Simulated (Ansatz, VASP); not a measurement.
# Sc (dimer Sc chain) in two plane-wave programs

Aim: how closely do two programs agree when they are given the same cell, functional and k mesh? The structure shown is the start of the Ansatz relaxation below; VASP solves that cell, so the two are compared at the walk's first step. Other levels of theory on this material are compared in a session of their own.

Method: plane waves, with VASP 6.6.1 beside it; single point at r2SCAN, in Ansatz 0.2.0.

### 1. The starting structure

The cell holds 2 atoms: 2 Sc. Cell: a = 7.500 Å, b = 7.500 Å, c = 6.460 Å, α = 90.0°, β = 90.0°, γ = 90.0°. Vacuum lies along a and b. The structure's axis is c.

Structure file:

```cif
data_structure
_symmetry_space_group_name_H-M 'P 1'
_symmetry_Int_Tables_number 1
_cell_length_a 7.5000
_cell_length_b 7.5000
_cell_length_c 6.4600
_cell_angle_alpha 90.000
_cell_angle_beta 90.000
_cell_angle_gamma 90.000
_cell_volume 363.37
loop_
_atom_site_label
_atom_site_type_symbol
_atom_site_fract_x
_atom_site_fract_y
_atom_site_fract_z
_atom_site_occupancy
Sc1 Sc 0.50000 0.50000 0.00000 1
Sc2 Sc 0.50000 0.50000 0.45000 1
```

### 2. Ansatz: relaxation, r2SCAN

Ansatz runs on its default PAW (the set named soft_2) files.

The two programs are compared at the cell with which this relaxation starts, whose forces are those of its first step.

Input file input.yaml:

```yaml
crystal:
  lattice:
    - [7.5, 0.0, 0.0]
    - [0.0, 7.5, 0.0]
    - [0.0, 0.0, 6.46]
  atoms:
    - { symbol: Sc, position: [0.5, 0.5, 0.0], spin: 1.0 }
    - { symbol: Sc, position: [0.5, 0.5, 0.45], spin: 1.0 }
magnetization:
  spin_polarized: true
kpoints:
  mp_grid: { grid: [1, 1, 13] }
scf:
  occupations: { method: fermi_dirac, width: 0.05 }
hamiltonian:
  xc: r2scan
relax:
  cell: { fix: [a, b, alpha, beta, gamma] }
  max_steps: 60
```

Run with:

```bash
ansatz run input.yaml --threads 4 --pin off --max-ram 8192MiB --backend cpu --events-out ev --progress --plain --runs-dir out
```

Numbers of over 12 decimals in the logs are rounded to 6 here.

The log of the run:

```text
Engine: ansatz 0.2.0, aarch64-unknown-linux-gnu
Pseudopotentials: kind: paw
Pseudopotential: Sc, paw, valence charge 11, recommended cutoff 500 eV (meta_gga), Sc.paw.azcp
Functional definition: r2SCAN
  parameter k0 = 0.174
  parameter k1 = 0.065
  parameter a1 = 4.9479
  exchange = r2scan_x(k0 = k0, k1 = k1, a1 = a1)
  correlation = r2scan_c
Crystal: 2 atoms, lattice volume = 363.375 Å³
Basis set: ecut = 500 eV, 9263 PW (Γ), exchange–correlation on 240×240×192 points (64 copies of the dense FFT grid, shifted against one another)
Bands: 16, of which v1, the nominal top of the filled ones, is band 11 counted from 1 (10 counted from 0)
Symmetry: 16 space group operations
Space group: P4/mmm (ITA 123), of the structure as read, at distance tolerance 7.1e-5 Å
Magnetic group: BNS 123.339 (UNI 999), of the structure as read, at distance tolerance 7.1e-5 Å
k-points: 7 of 13
Non-local potential: Sc, projectors of the file, l = 0: 3, l = 1: 2, l = 2: 3, l = 3: 1
PAW form: soft (Blöchl's): semilocal exchange-correlation on the pseudo side does not see the compensation charge
PAW frozen core: Sc, regenerated for the run's functional (the file was generated under x = pbe(κ = 0.804, μ = 0.219515), c = pbe(β = 0.066725))
PAW one-centre angular grid: Sc, 590 points (default); XC on 160 Gauss nodes
Initial density: superposition of atomic densities (neutral atoms: chi_scale 0, normalization atom)
Starting moments: Σ|m| = 2 μB on 2 of 2 sites
Initial wavefunctions: pseudopotential atomic-orbital guess
Functional: x = r2scan, c = r2scan; τ floored in thin density (d = 2e-4 eV/Å³)
SCF iter   1: F=—  HF=-4274.561919 eV  |F-HF|=—  |Δ(HF+E_count)|=         —  Δρ=1.47e-2 (↑1.47e-2 ↓4.20e-3)  dr2=1.91e0  dr2_τ=1.14e-2  dr2_m=1.53e-1  M=2.898 μB ∫|m|=2.898 μB  β_m=0.67  ethr=3.10e-3  ⟨swp⟩=6.4  Hψ=1068  notcnv=0
Mixer restart at iter 1: flushing history
preconditioner: auto → LDOS  [metal: Δε(μ)=0.021 eV  Ē_g=1.765 eV  σ=0.050 eV  W_gap=0.11  n_scr=30 (ndim 8)  ℏωp=4.8 eV  f_vac=0.509  D(μ)=3.58/eV (n_scr^D=18)]
spin=Collinear: LDOS preconditioning applied to the charge; magnetization (m = ρ↑ − ρ↓) channel mixes plain (no charge-response kernel on spin).
SCF iter   2: F=—  HF=-4274.807530 eV  |F-HF|=—  |Δ(HF+E_count)|=   2.46e-1  Δρ=8.53e-3 (↑8.53e-3 ↓3.05e-3)  dr2=8.72e-1  dr2_τ=1.61e-3  dr2_m=3.51e-2  M=3.072 μB ∫|m|=3.072 μB  β_m=1.00  ethr=3.10e-3  ⟨swp⟩=2.3  Hψ=416  notcnv=0  κ⁻¹=1.0e0(r=1)
SCF iter   3: F=—  HF=-4275.127650 eV  |F-HF|=—  |Δ(HF+E_count)|=   3.20e-1  Δρ=2.22e-3 (↑2.22e-3 ↓1.97e-3)  dr2=7.51e-2  dr2_τ=1.42e-3  dr2_m=3.26e-3  M=3.343 μB ∫|m|=3.343 μB  β_m=1.00  ethr=3.10e-3  ⟨swp⟩=5.9  Hψ=1851  notcnv=0  κ⁻¹=2.6e-2(r=2)
automatic band count: the SCF goes on with 20 bands, as 16 were too few: the levels above may hold too much charge
SCF iter   4: F=—  HF=-4275.164056 eV  |F-HF|=—  |Δ(HF+E_count)|=         —  Δρ=1.35e-3 (↑1.28e-3 ↓1.35e-3)  dr2=1.76e-2  dr2_τ=6.58e-4  dr2_m=9.56e-4  M=3.403 μB ∫|m|=3.403 μB  β_m=1.00  ethr=3.41e-4  ⟨swp⟩=3.0  Hψ=647  notcnv=0  defer=4
Mixer restart at iter 4: flushing history
SCF iter   5: F=—  HF=-4275.174778 eV  |F-HF|=—  |Δ(HF+E_count)|=   1.07e-2  Δρ=9.80e-4 (↑9.34e-4 ↓9.80e-4)  dr2=1.28e-2  dr2_τ=8.56e-5  dr2_m=2.20e-4  M=3.404 μB ∫|m|=3.404 μB  β_m=1.00  ethr=8.02e-5  ⟨swp⟩=2.7  Hψ=563  notcnv=0  defer=4  κ⁻¹=1.0e0(r=1)
SCF iter   6: F=—  HF=-4275.200417 eV  |F-HF|=—  |Δ(HF+E_count)|=   2.56e-2  Δρ=5.52e-4 (↑5.52e-4 ↓5.46e-4)  dr2=5.29e-3  dr2_τ=2.30e-5  dr2_m=4.40e-5  M=3.395 μB ∫|m|=3.395 μB  β_m=1.00  ethr=5.84e-5  ⟨swp⟩=2.9  Hψ=516  notcnv=0  defer=4  κ⁻¹=2.8e-1(r=2)
SCF iter   7: F=—  HF=-4275.214456 eV  |F-HF|=—  |Δ(HF+E_count)|=   1.40e-2  Δρ=2.32e-4 (↑2.32e-4 ↓2.24e-4)  dr2=8.51e-4  dr2_τ=5.35e-6  dr2_m=2.16e-5  M=3.393 μB ∫|m|=3.393 μB  β_m=1.00  ethr=2.40e-5  ⟨swp⟩=3.0  Hψ=579  notcnv=0  defer=4  κ⁻¹=3.2e-2(r=3)
SCF iter   8: F=—  HF=-4275.216111 eV  |F-HF|=—  |Δ(HF+E_count)|=   1.65e-3  Δρ=1.50e-4 (↑1.45e-4 ↓1.50e-4)  dr2=3.08e-4  dr2_τ=1.45e-6  dr2_m=2.91e-6  M=3.398 μB ∫|m|=3.398 μB  β_m=1.00  ethr=3.87e-6  ⟨swp⟩=2.5  Hψ=444  notcnv=0  defer=4  κ⁻¹=1.2e-2(r=4)
[...]
spin=Collinear: LDOS preconditioning applied to the charge; magnetization (m = ρ↑ − ρ↓) channel mixes plain (no charge-response kernel on spin).
[...]
SCF 7 converged in 7 iterations: F = -4275.486711 eV  dr2 = 3.61e-8
relax step   7: F+E_penalty+E_count = -4275.48671061 eV  Δ(F+E_penalty+E_count) = -4.910e-5 eV  max|allowed force component| = 9.588e-4 eV/Å  Δτ_max = 0.0010 Å  P = -0.324 GPa  Ω = 335.528 Å³  energy of the carried Pulay correction = +1.529e-3 eV  fix = [a, b, alpha, beta, gamma]  reactions: a -0.487, b -0.487 GPa  (7 SCF iters, dr2 threshold 4.03e-8 eV, accepted)
Basis set: ecut = 500 eV, 8589 PW (Γ), exchange–correlation on 240×240×180 points (64 copies of the dense FFT grid, shifted against one another)
Initial wavefunctions: pseudopotential atomic-orbital guess (no wavefunctions were taken with the density)
[...]
spin=Collinear: LDOS preconditioning applied to the charge; magnetization (m = ρ↑ − ρ↓) channel mixes plain (no charge-response kernel on spin).
[...]
SCF iter   5: F=—  HF=-4275.485582 eV  |F-HF|=—  |Δ(HF+E_count)|=   7.15e-6  Δρ=4.10e-6 (↑4.10e-6 ↓3.13e-6)  dr2=7.43e-8  dr2_τ=7.41e-9  dr2_m=3.50e-9  M=4.000 μB ∫|m|=4.072 μB  β_m=1.00  ethr=8.03e-10  ⟨swp⟩=2.9  Hψ=572  notcnv=0  κ⁻¹=3.6e-4(r=4)
SCF iter   6: F=—  HF=-4275.485620 eV  |F-HF|=—  |Δ(HF+E_count)|=   3.78e-5  Δρ=1.27e-6 (↑1.27e-6 ↓1.16e-6)  dr2=9.47e-9  dr2_τ=5.45e-10  dr2_m=2.45e-9  M=4.000 μB ∫|m|=4.072 μB  β_m=1.00  ethr=3.38e-10  ⟨swp⟩=4.6  Hψ=764  notcnv=0  κ⁻¹=1.4e-4(r=5)
SCF iter   7: F=—  HF=-4275.485577 eV  |F-HF|=—  |Δ(HF+E_count)|=   4.29e-5  Δρ=7.55e-7 (↑7.55e-7 ↓7.24e-7)  dr2=7.38e-9  dr2_τ=2.16e-10  dr2_m=4.32e-10  M=4.000 μB ∫|m|=4.072 μB  β_m=1.00  ethr=4.30e-11  ⟨swp⟩=5.0  Hψ=651  notcnv=0  κ⁻¹=9.5e-5(r=6)
SCF iter   8: F=—  HF=-4275.485572 eV  |F-HF|=—  |Δ(HF+E_count)|=   4.89e-6  Δρ=6.26e-7 (↑6.26e-7 ↓5.62e-7)  dr2=5.20e-9  dr2_τ=5.29e-11  dr2_m=3.89e-10  M=4.000 μB ∫|m|=4.072 μB  β_m=1.00  ethr=3.36e-11  ⟨swp⟩=3.6  Hψ=567  notcnv=0  κ⁻¹=1.5e-5(r=7)
SCF iter   9: F=—  HF=-4275.485571 eV  |F-HF|=—  |Δ(HF+E_count)|=   1.04e-6  Δρ=4.02e-7 (↑4.02e-7 ↓3.49e-7)  dr2=3.29e-9  dr2_τ=1.06e-11  dr2_m=1.18e-10  M=4.000 μB ∫|m|=4.072 μB  β_m=1.00  ethr=2.36e-11  ⟨swp⟩=3.0  Hψ=512  notcnv=0  κ⁻¹=3.8e-6(r=8)
SCF iter  10: F=—  HF=-4275.485571 eV  |F-HF|=—  |Δ(HF+E_count)|=   3.49e-7  Δρ=2.27e-7 (↑2.27e-7 ↓2.20e-7)  dr2=1.21e-9  dr2_τ=3.06e-12  dr2_m=5.15e-11  M=4.000 μB ∫|m|=4.072 μB  β_m=1.00  ethr=1.50e-11  ⟨swp⟩=2.9  Hψ=363  notcnv=0  κ⁻¹=1.7e-5(r=8)
SCF iter  11: F=—  HF=-4275.485570 eV  |F-HF|=—  |Δ(HF+E_count)|=   2.22e-7  Δρ=1.26e-7 (↑1.26e-7 ↓1.21e-7)  dr2=4.40e-10  dr2_τ=6.64e-13  dr2_m=1.70e-11  M=4.000 μB ∫|m|=4.072 μB  β_m=1.00  ethr=5.51e-12  ⟨swp⟩=3.1  Hψ=458  notcnv=0  κ⁻¹=9.2e-6(r=8)
SCF iter  12: F=—  HF=-4275.485570 eV  |F-HF|=—  |Δ(HF+E_count)|=   1.79e-8  Δρ=8.30e-8 (↑8.30e-8 ↓7.89e-8)  dr2=1.79e-10  dr2_τ=4.66e-13  dr2_m=8.50e-12  M=4.000 μB ∫|m|=4.072 μB  β_m=1.00  ethr=2.00e-12  ⟨swp⟩=3.1  Hψ=419  notcnv=0  κ⁻¹=1.4e-5(r=8)
SCF iter  13: F=—  HF=-4275.485570 eV  |F-HF|=—  |Δ(HF+E_count)|=   3.28e-8  Δρ=4.56e-8 (↑4.56e-8 ↓3.34e-8)  dr2=4.57e-11  dr2_τ=9.22e-14  dr2_m=1.85e-12  M=4.000 μB ∫|m|=4.072 μB  β_m=1.00  ethr=1.00e-12  ⟨swp⟩=3.0  Hψ=461  notcnv=0  κ⁻¹=1.5e-5(r=8)
SCF iter  14: F=-4275.485570 eV  HF=-4275.485570 eV  |F-HF|=2.96e-9  |Δ(HF+E_count)|=   2.00e-9  Δρ=1.69e-8 (↑1.69e-8 ↓1.58e-8)  dr2=5.30e-12  dr2_τ=4.82e-14  dr2_m=2.53e-13  M=4.000 μB ∫|m|=4.072 μB  ethr=1.00e-12  ⟨swp⟩=6.9  Hψ=972  notcnv=0
SCF 8 converged in 14 iterations: F = -4275.485570 eV  dr2 = 5.30e-12
relax step   8: F+E_penalty+E_count = -4275.48557042 eV  Δ(F+E_penalty+E_count) = +1.140e-3 eV  max|allowed force component| = 3.523e-4 eV/Å  Δτ_max = 0.0000 Å  P = -0.326 GPa  Ω = 335.528 Å³  fix = [a, b, alpha, beta, gamma]  reactions: a -0.488, b -0.488 GPa  stress off target by 1.60e-3 GPa on what of the cell is left free  SCF on the basis re-selected at this cell (its energy is not comparable with the rows above)  (14 SCF iters)
basis re-selected at this cell: Δ(F+E_penalty+E_count) = +1.140e-3 eV, ΔP = -0.002 GPa vs the last step (what re-selecting the basis moved, of the pressure what is left beyond the Pulay correction that the steps carried, after the strain that the cell walked since its last selection, with what the two solves' SCF thresholds leave and, on support functions, any second-order correction that the steps lacked; it is no measure of the basis error at this ecutwfc). The dense FFT grid was sized anew with the basis: this SCF ran on 60×60×45 points, the steps before it on 60×60×48, so part of this shift can come from that change (see relax.cell in the input reference). [rest of the remark cut]
SCF converged after 14 iterations
Stability not checked: this state was not tested for a lower state beside it, because the mixer in use, unlike msr1, does not test its closes by its own steps (another_mixer; see scf.mixing.algorithm and scf.lower_state_search)
Magnetization: 3.9997 μB (12.9999 up, 9.0001 down)
Absolute magnetization: 4.0719 μB (∫|ρ↑−ρ↓|, with the PAW one-centre terms)
Spin contamination: 0.0886 ħ² per cell (⟨S²⟩ above its minimum at these occupations)
Per-site moments (μB) at R_I (Å): [(1.014078, 1.040279), (1.014078, 1.040279)]
Free energy (F): -4275.485570 eV
Harris-Foulkes:  -4275.485570 eV  (|F-HF|=2.96e-9)
Internal energy: -4275.457224 eV  (E = F + TS)
E sigma→0 (E₀):  -4275.471397 eV
Entropy (-TS):   -0.028347 eV (-14.173 meV/atom)
Fermi energy:    -0.993822 eV
--- Per-component energies (eV) ---
  E_band       = -595.955561
  E_kinetic    = 520.903147
  E_local      = -3783.635461  (includes V_loc(G=0)·N_el)
  E_nonlocal   = 174.286816
  E_hartree    = 1500.346368
  E_xc         = -195.531482
  E_vxc        = -278.971025  (∫ρ·V_xc dr)
  E_paw        = -1932.192981  (= ΣΔE_a)
  E_vpaw       = -249.761620  (= ΣTr[D̂ρ^β])
  E_aug_tail   = 0.000010  (compensation charges beyond the density's cutoff)
  E_vtau       = 20.529807  (kinetic-family band-sum trace: ∫τ·v_τ [+ j·A + Jᵃ·Aᵃ] dr)
  E_ewald      = -559.156658
  E_core_change = -0.476984  (= ΣΔE_core)
  E_smearing   = -0.028347  (= −TS)
  E_closure    = -0.000000  (closes the sum)
  Σ components = -4275.485570   (vs F -4275.485570, Δ=0.00e0)
--- Forces (eV/Å), atoms counted from 1 ---
  atom   1  Sc     0.00000000     0.00000000    -0.00035233
  atom   2  Sc     0.00000000     0.00000000     0.00035233
  max |Σ_I F_I| component: 5.42e-20 eV/Å
--- Stress (GPa, compression-positive) ---
       -0.488126       0.000000       0.000000
        0.000000      -0.488126       0.000000
        0.000000       0.000000      -0.001595
  P = ⅓ Tr σ = -0.3259 GPa (-3.259 kbar)
--- Relaxed structure (7 steps of the walk, 7 accepted, 1 SCFs on fresh bases) ---
  F+E_penalty+E_count = -4275.48557042 eV   max|allowed force component| = 3.523e-4 eV/Å   (the final SCF, on the basis selected at the relaxed cell)
  cell:  # Å, volume = 335.5283 Å³
    - [7.5, 0.0, 0.0]
    - [0.0, 7.5, 0.0]
    - [0.0, 0.0, 5.964948]
  atoms:
    - { symbol: Sc, position: [0.5, 0.5, 0.013608] }
    - { symbol: Sc, position: [0.5, 0.5, 0.436392] }
```

[end of part 1 of 2]

[Lines on the potential files, build, host, timing and source positions are cut from VASP's logs without a mark.]

[Logs are printed without paths, hosts, clocks, repeated set-up lines and the standing remarks that a program may print on its own settings, such as how far it seeks lower states.]

[Hosts, paths, dates, database ids (printed as entryN), source tags and the programs' standing remarks are cut or masked in the printed files.]
